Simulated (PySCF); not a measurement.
Isomers of C3H6O2. Theory: TDDFT CAM-B3LYP/aug-cc-pVTZ, vertical, gas phase, core orbitals frozen in the response in PySCF 2.14.0, density-fitted response routines. Geometries: PBE0-D3(BJ)/def2-TZVP; one conformer of each isolated species. Triplets are in the Tamm–Dancoff approximation.

A. methyl acetate (`COC(C)=O`)
B. propanoic acid (`CCC(=O)O`)
C. ethyl formate (`CCOC=O`)

Lowest singlet levels (six at most, fewer where fewer were computed) with oscillator strengths:

1. 207 nm (f 0.001); 171 nm (f 0.021); 157 nm (f 0.014); 156 nm (f 0.012); 152 nm (f 0.000); 151 nm (f 0.095); T1 5.48 eV
2. 210 nm (f 0.002); 162 nm (f 0.007); 154 nm (f 0.104); 151 nm (f 0.063); 150 nm (f 0.018); 148 nm (f 0.001); T1 5.36 eV
3. 207 nm (f 0.000); 173 nm (f 0.047); 157 nm (f 0.004); 153 nm (f 0.003); 150 nm (f 0.000); 149 nm (f 0.002); T1 5.48 eV

Question: Match each spectrum to its molecule.

Answer: 1 = A, 2 = C, 3 = B.
- A: S1 at 5.98 eV, HOMO→LUMO+7 (67%), HOMO→LUMO+4 (21%); Löwdin shares by element: HOMO oxygen 71%, carbon 22% or more; LUMO hydrogen 70% or more (atoms not listed hold the other 30%); HOMO -9.52 and LUMO 0.23 eV.
- B: S1 at 5.98 eV, HOMO→LUMO+5 (48%), HOMO→LUMO+6 (34%), HOMO→LUMO+2 (14%); Löwdin shares by element: HOMO oxygen 70%, carbon 23% or more; LUMO hydrogen 76% or more (atoms not listed hold the other 24%); HOMO -9.66 and LUMO 0.17 eV.
- C: S1 at 5.90 eV, HOMO→LUMO+4 (77%); Löwdin shares by element: HOMO oxygen 71%, carbon 17% or more, hydrogen 6% or more; LUMO hydrogen 72% or more (atoms not listed hold the other 28%); HOMO -9.80 and LUMO 0.26 eV.
A and B have S1 within 0.01 eV of each other; their strongest listed levels stand at 8.23 eV (f 0.095) and 7.16 eV (f 0.047).
A and C have S1 within 0.09 eV of each other; their strongest listed levels stand at 8.23 eV (f 0.095) and 8.03 eV (f 0.104).
B and C have S1 within 0.08 eV of each other; their strongest listed levels stand at 7.16 eV (f 0.047) and 8.03 eV (f 0.104).
